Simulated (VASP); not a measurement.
# AlCo (Pm-3m) in VASP: notebook

One crystal, AlCo, is run at these levels: PBE+D3(BJ); tasks: relaxation of cell and atoms, electrostatic potential.

Program: VASP 6.6.1. These are calculated values, not measurements. Logs are shortened: lines on timing, memory, paths and dates and some standing lists are left out, and cuts for length are marked.

**1. The structure**

Symmetry: Pm-3m, No. 221, cubic system. The conventional cell has a = 2.820 Å, b = 2.820 Å, c = 2.820 Å, α = 90.00°, β = 90.00°, γ = 90.00°. Co (site symmetry m-3m) has 8 Al at 2.44 Å as nearest neighbours. Around Al (site symmetry m-3m) lie 8 Co at 2.44 Å.

The cell was built by a generator and needn't be a form met in nature.

**2. Relaxation of cell and atoms, PBE+D3(BJ)**

File INCAR:

```
PREC = Accurate ; ENCUT = 600
EDIFF = 1E-6 ; ISMEAR = 1
SIGMA = 0.1 ; LREAL = F
LASPH = T ; NELM = 120
ALGO = Normal ; ISIF = 3
LWAVE = F ; LCHARG = F
GGA = PE ; IVDW = 12
IBRION = 2 ; NSW = 40
EDIFFG = -0.005
```

File KPOINTS:

```
regular mesh
0
Gamma
  14 14 14
```

File POSCAR:

```
AlCo
1.0
    2.8200000000      0.0000000000      0.0000000000
    0.0000000000      2.8200000000      0.0000000000
    0.0000000000      0.0000000000      2.8200000000
Co Al
1 1
Direct
    0.0000000000      0.0000000000      0.0000000000
    0.5000000000      0.5000000000      0.5000000000
```

Potentials or basis: VASP PAW PBE potentials, release 64 (Co, Al).

Run with:

```bash
$ cat potpaw_PBE.64/Co/POTCAR potpaw_PBE.64/Al/POTCAR > POTCAR
$ mpirun -np 1 vasp_std > vasp.out
```

OUTCAR:

```text
PREC = Accurate
   ENCUT = 600
   EDIFF = 1E-6
   ISMEAR = 1
   LREAL = F
   LASPH = T
   NELM = 120
   ISIF = 3
   GGA = PE
   IVDW = 12
   IBRION = 2
   NSW = 40
   EDIFFG = -0.005
 IVDW          = 12

 ion  position               nearest neighbor table
   1  0.000  0.000  0.000-   2 2.44   2 2.44   2 2.44   2 2.44   2 2.44   2 2.44   2 2.44   2 2.44

   2  0.500  0.500  0.500-   1 2.44   1 2.44   1 2.44   1 2.44   1 2.44   1 2.44   1 2.44   1 2.44

  LATTYP: Found a simple cubic cell.
 ALAT       =     2.8200000000

  Lattice vectors:

 A1 = (   2.8200000000,   0.0000000000,   0.0000000000)
 A2 = (   0.0000000000,   2.8200000000,   0.0000000000)
 A3 = (   0.0000000000,   0.0000000000,   2.8200000000)

Analysis of symmetry for initial positions (statically):
=====================================================================
 Subroutine PRICEL returns:
 Original cell was already a primitive cell.

 Routine SETGRP: Setting up the symmetry group for a
 simple cubic supercell.

 Subroutine GETGRP returns: Found 48 space group operations
 (whereof 48 operations were pure point group operations)
 out of a pool of 48 trial point group operations.

The static configuration has the point symmetry O_h .

Analysis of symmetry for dynamics (positions and initial velocities):
=====================================================================
 Subroutine PRICEL returns:
 Original cell was already a primitive cell.

 Routine SETGRP: Setting up the symmetry group for a
 simple cubic supercell.

 Subroutine GETGRP returns: Found 48 space group operations
 (whereof 48 operations were pure point group operations)
 out of a pool of 48 trial point group operations.

The dynamic configuration has the point symmetry O_h .

 Subroutine INISYM returns: Found 48 space group operations
 (whereof 48 operations are pure point group operations),
 and found     1 'primitive' translations

----------------------------------------------------------------------------------------

                                     Primitive cell

  volume of cell :      22.4258

  direct lattice vectors                    reciprocal lattice vectors
     2.820000000  0.000000000  0.000000000     0.354609929  0.000000000  0.000000000
     0.000000000  2.820000000  0.000000000     0.000000000  0.354609929  0.000000000
     0.000000000  0.000000000  2.820000000     0.000000000  0.000000000  0.354609929

  length of vectors
     2.820000000  2.820000000  2.820000000     0.354609929  0.354609929  0.354609929

  position of ions in fractional coordinates (direct lattice)
     0.000000000  0.000000000  0.000000000
     0.500000000  0.500000000  0.500000000

  ion indices of the primitive-cell ions
   primitive index   ion index
                 1           1
                 2           2

----------------------------------------------------------------------------------------

 KPOINTS: regular mesh

Automatic generation of k-mesh.
 Grid dimensions read from file:
 generate k-points for:   14   14   14

 Generating k-lattice:

  Cartesian coordinates                     Fractional coordinates (reciprocal lattice)
     0.025329281  0.000000000  0.000000000     0.071428571  0.000000000  0.000000000
     0.000000000  0.025329281  0.000000000     0.000000000  0.071428571  0.000000000
     0.000000000  0.000000000  0.025329281     0.000000000  0.000000000  0.071428571

  Length of vectors
     0.025329281  0.025329281  0.025329281

  Shift w.r.t. Gamma in fractional coordinates (k-lattice)
     0.000000000  0.000000000  0.000000000

 Subroutine IBZKPT returns following result:
 ===========================================

 Found    120 irreducible k-points:

 Following reciprocal coordinates:
            Coordinates               Weight
  0.000000  0.000000  0.000000      1.000000
  0.071429  0.000000  0.000000      6.000000
  0.142857  0.000000  0.000000      6.000000
  0.214286  0.000000  0.000000      6.000000
  0.285714  0.000000  0.000000      6.000000
  0.357143  0.000000  0.000000      6.000000
[... 16 lines left out ...]
  0.285714  0.214286  0.000000     24.000000
  0.357143  0.214286  0.000000     24.000000
 [... further k-points ...]
   k-points           NKPTS =    120   k-points in BZ     NKDIM =    120   number of bands    NBANDS=     10
   number of dos      NEDOS =    301   number of ions     NIONS =      2
   total plane-waves  NPLWV =  13824
   dimension x,y,z NGX =    24 NGY =   24 NGZ =   24
   dimension x,y,z NGXF=    48 NGYF=   48 NGZF=   48
   ions per type =               1   1
   NGX,Y,Z   is equivalent  to a cutoff of  14.15, 14.15, 14.15 a.u.
   NGXF,Y,Z  is equivalent  to a cutoff of  28.30, 28.30, 28.30 a.u.
 SYSTEM =  unknown system
   PREC   = accura    normal or accurate (medium, high low for compatibility)
   ISTART =      0    job   : 0-new  1-cont  2-samecut
   ICHARG =      2    charge: 1-file 2-atom 10-const
   ISPIN  =      1    spin polarized calculation?
   LNONCOLLINEAR =      F non collinear calculations
   LSORBIT =      F    spin-orbit coupling
   LASPH  =      T    aspherical Exc in radial PAW
   ENCUT  =  600.0 eV  44.10 Ry    6.64 a.u.   5.63  5.63  5.63*2*pi/ulx,y,z
   NELM   =    120;   NELMIN=  2; NELMDL= -5     # of ELM steps
   EDIFF  = 0.1E-05   stopping-criterion for ELM
   LREAL  =      F    real-space projection
   EDIFFG = -.5E-02   stopping-criterion for IOM
   NSW    =     40    number of steps for IOM
   IBRION =      2    ionic relax: 0-MD 1-quasi-New 2-CG
   NFREE  =      1    steps in history (QN), initial steepest desc. (CG)
   ISIF   =      3    stress and relaxation
   ISYM   =      2    0-nonsym 1-usesym 2-fastsym
   POTIM  = 0.5000    time-step for ionic-motion
   TEBEG  =    0.0;   TEEND  =   0.0 temperature during run
   PSTRESS=    0.0 pullay stress
   NELECT =      12.0000    total number of electrons
   NUPDOWN=      -1.0000    fix difference up-down
   EMIN   =  10.00;   EMAX   =-10.00  energy-range for DOS
   EFERMI =   0.00;   METHOD = LEGACY
   ISMEAR =     1;   SIGMA  =   0.10  broadening in eV -4-tet -1-fermi 0-gaus
   EFERMI_NEDOS =   21; number of points for ismear=-14 and -15
   IALGO  =     38    algorithm
   IMIX   =      4    mixing-type and parameters
     AMIX     =   0.40;   BMIX     =  1.00
     AMIX_MAG =   1.60;   BMIX_MAG =  1.00
  volume/ion in A,a.u.               =      11.21        75.67
  Fermi-wavevector in a.u.,A,eV,Ry     =   1.329085  2.511607 24.034247  1.766467
  Thomas-Fermi vector in A             =   2.458274
   LORBIT       =      0    0 simple, 1 ext, 2 COOP (PROOUT), +10 PAW based schemes
   GGA     = PE    functional components
   LHFCALC =     F    Hartree Fock is set to
   AEXX    =    0.0000 exact exchange contribution
   IVDW    =    12    specifies the selected vdW correction
   LEPSILON=     F    determine dielectric tensor
   LRPA    =     F    only Hartree local field effects (RPA)
 conjugate gradient relaxation of ions
 non-spin polarized calculation
 Methfessel and Paxton  Order N= 1 SIGMA  =   0.10
  energy-cutoff  :      600.00
  volume of cell :       22.43
 maximum number of plane-waves:       768
 NGX is ok and might be reduce to    24
   NGX = 11   NGY = 11   NGZ = 11

--------------------------------------- Ionic step        1  -------------------------------------------

 number of electron      11.9999996 magnetization

 Free energy of the ion-electron system (eV)
  ---------------------------------------------------
  ext. energy  EPLUGINS =         0.00000000
  ---------------------------------------------------
  free energy    TOTEN  =       -11.97441269 eV

  energy without entropy =      -11.97543157  energy(sigma->0) =      -11.97475231

------------------------ aborting loop because EDIFF is reached ----------------------------------------

 Edisp (eV)   -0.89780

 E8    (eV) :    -0.3991

  FORCE on cell =-STRESS in cart. coord.  units (eV):
  Direction    XX          YY          ZZ          XY          YZ          ZX
  --------------------------------------------------------------------------------------
  -------------------------------------------------------------------------------------
  Total      -0.03460    -0.03460    -0.03460     0.00000    -0.00000     0.00000
  in kB      -2.47204    -2.47204    -2.47204     0.00000    -0.00000     0.00000
  external pressure =       -2.47 kB  Pullay stress =        0.00 kB
[... 61 lines left out ...]
  energy  without entropy=      -12.8732519828  energy(sigma->0) =      -12.87258146

--------------------------------------- Ionic step        3  -------------------------------------------

 number of electron      11.9999996 magnetization

 Free energy of the ion-electron system (eV)
  ---------------------------------------------------
  ext. energy  EPLUGINS =         0.00000000
  ---------------------------------------------------
  free energy    TOTEN  =       -11.97274894 eV

  energy without entropy =      -11.97375839  energy(sigma->0) =      -11.97308542

 E-fermi :  11.0737     XC(G=0): -12.4292

 val. band max:       11.0467278821   @ k =   0.5000   0.3571   0.0714
 cond. band min:      11.1064754198   @ k =   0.5000   0.3571   0.2857
 fundamental gap:      0.0597475377
 Fermi energy:        11.0737256022

 k-point     1 :       0.0000    0.0000    0.0000
  band No.  band energies     occupation
      1      -0.2725      2.00000
      2       7.9199      2.00000
      3       7.9199      2.00000
      4      10.1504      2.00000
      5      10.1504      2.00000
      6      10.1504      2.00000
      7      17.1693      0.00000
      8      17.1693      0.00000
      9      17.1693      0.00000
     10      19.9056      0.00000
[... 287 lines left out ...]
 k-point    24 :       0.3571    0.2143    0.0000
  band No.  band energies     occupation
      1       2.8928      2.00000
      2       6.8460      2.00000
      3       8.3989      2.00000
      4       9.1049      2.00000
      5       9.4605      2.00000
      6       9.8969      2.00000
      7      11.7330     -0.00000
      8      15.6483      0.00000
      9      19.5890      0.00000
     10      21.1036      0.00000

 [... further k-points ...]

------------------------ aborting loop because EDIFF is reached ----------------------------------------

 Edisp (eV)   -0.89951

 E8    (eV) :    -0.3999

  FORCE on cell =-STRESS in cart. coord.  units (eV):
  Direction    XX          YY          ZZ          XY          YZ          ZX
  --------------------------------------------------------------------------------------
  -------------------------------------------------------------------------------------
  Total       0.00404     0.00404     0.00404     0.00000    -0.00000     0.00000
  in kB       0.28931     0.28931     0.28931     0.00000    -0.00000     0.00000
  external pressure =        0.29 kB  Pullay stress =        0.00 kB
[... 17 lines left out ...]
  FREE ENERGIE OF THE ION-ELECTRON SYSTEM (eV)
  ---------------------------------------------------
  free  energy   TOTEN  =       -12.8722545800 eV

  energy  without entropy=      -12.8732640305  energy(sigma->0) =      -12.87259106

 reached required accuracy - stopping structural energy minimisation
```

Wall time 18 s (1 thread of Intel Xeon Platinum 8488C (Sapphire Rapids), shared host); peak memory 0.17 GiB.

Results:

| Quantity | Value |
| --- | --- |
| Free energy | -12.8723 eV |
| Relaxed volume | 11.19 Å³/atom |
| Relaxed cell | a = 2.818 Å, b = 2.818 Å, c = 2.818 Å, α = 90.00°, β = 90.00°, γ = 90.00° |
| Space group after relaxing (to 0.05 Å) | Pm-3m (No. 221) |
| Energy gained by relaxing | 0.0 meV/atom |
| Ionic steps | 3 |
| Pressure after relaxing | 0.0 GPa |
| Band gap on the k mesh | none (metal or under the smearing width) |
| Dispersion energy per atom | -0.450 eV |

Final structure:
```
CELL_PARAMETERS angstrom
2.81829 0.00000 0.00000
0.00000 2.81829 0.00000
0.00000 0.00000 2.81829
ATOMIC_POSITIONS crystal
Co 0.00000 0.00000 0.00000
Al 0.50000 0.50000 0.50000
```

Caveat: pairwise dispersion overbinds metals, which lowers pressure and volume. Spin polarisation is off, so any magnetic state and its effect on volume and gap are missing.

**3. Electrostatic potential, PBE+D3(BJ)**

File INCAR:

```
SYSTEM = AlCo
PREC = Accurate
ENCUT = 520
EDIFF = 1E-6
ISMEAR = 1
SIGMA = 0.1
LREAL = .FALSE.
LASPH = .TRUE.
NELM = 100
ALGO = Normal
ISIF = 2
LWAVE = .FALSE.
LCHARG = .TRUE.
GGA = PE
IVDW = 12
LVHAR = .TRUE.
```

File KPOINTS:

```
Automatic mesh
0
G
  14 14 14
  0 0 0
```

File POSCAR:

```
AlCo                                    
1.0
    2.8182855355     -0.0000000000      0.0000000000
    0.0000000000      2.8182855355      0.0000000000
   -0.0000000000     -0.0000000000      2.8182855355
  Co              Al            
     1     1
Direct
     0.0000000000000000    0.0000000000000000    0.0000000000000000
     0.5000000000000000    0.5000000000000000    0.5000000000000000
```

Potentials or basis: VASP PAW PBE potentials, release 64 (Co, Al).

Run with:

```bash
$ cat potpaw_PBE.64/Co/POTCAR potpaw_PBE.64/Al/POTCAR > POTCAR
$ mpirun -np 1 vasp_std > vasp.out
```

Run time: 9.9 s. Hardware: 1 thread of Intel Xeon Platinum 8488C (Sapphire Rapids), shared host; peak memory 0.17 GiB.

It converged, with:

| Quantity | Value |
| --- | --- |
| Free energy | -12.8724 eV |
| Pressure | 0.2 GPa |
| Band gap on the k mesh | none (metal or under the smearing width) |
| Dispersion energy per atom | -0.450 eV |

Levels at points of the mesh, in eV from the Fermi level:
```tsv
k point	band 3	band 4	band 5	band 6	band 7	band 8	band 9	band 10
(0.00, 0.00, 0.00)	-3.15	-0.92	-0.92	-0.92	6.10	6.10	6.10	8.83
(0.50, 0.00, 0.00)	-2.53	-1.84	-1.84	-0.81	0.16	8.40	10.76	10.76
(0.50, 0.50, 0.00)	-2.79	-2.79	-1.62	-1.62	-0.29	2.49	3.61	13.10
(0.50, 0.50, 0.50)	-4.14	-0.25	-0.25	2.35	2.35	2.35	4.38	5.46
```

Caveat: pairwise dispersion overbinds metals, which lowers pressure and volume. Spin polarisation is off, so any magnetic state and its effect on volume and gap are missing.
